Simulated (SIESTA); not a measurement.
Runs of SIESTA 5.4.2 on MoS2. The cell holds a slab with vacuum, 3 atoms: a = 3.184 Å, b = 3.184 Å, c = 17.335 Å, α = 90.00°, β = 90.00°, γ = 120.00°. 

```tsv
task	level	potentials or basis	gap on the mesh (eV)	V0 of scaled cells (Å³/atom)	B0 (GPa)	largest force (eV/Å)
band structure	BLYP	PseudoDojo 0.4 standard (PBE files), DZP (energy shift 0.003 Ry; two zetas on semicore shells)	1.71	-	-	1.13
equation of state	LDA	PseudoDojo 0.4 standard (LDA files), DZP (energy shift 0.003 Ry; two zetas on semicore shells)	-	(b)	(a)	-
band structure	LDA	PseudoDojo 0.4 standard (LDA files), DZP (energy shift 0.003 Ry; two zetas on semicore shells)	1.71	-	-	-
equation of state	PBEsol	PseudoDojo 0.4 standard (PBEsol files), DZP (energy shift 0.003 Ry; two zetas on semicore shells)	-	50.67	54	-
band structure	PBEsol	PseudoDojo 0.4 standard (PBEsol files), DZP (energy shift 0.003 Ry; two zetas on semicore shells)	1.71	-	-	0.24
```

Alike in all rows: no spin polarisation; cell as given; k mesh 10 × 10 × 2; smearing fermi-dirac 0.05 eV; grid cutoff 800 Ry; energy shift 0.003 Ry.

Task: Estimate the missing entries.

Result: (a) 57; (b) 49.86.

Caveats: the basis of atomic orbitals isn't converged, which shifts pressures, moduli and gaps; the cell was scaled at fixed shape and fractional positions, which overstates the stiffness of a crystal with free parameters, most of all of layers and chains (some runs); the potentials were made for another functional, which shifts forces and pressure (some runs).

A k mesh can miss the band edges, and the runs leave out spin-orbit coupling on Mo.

Not every run made on this cell is shown here.
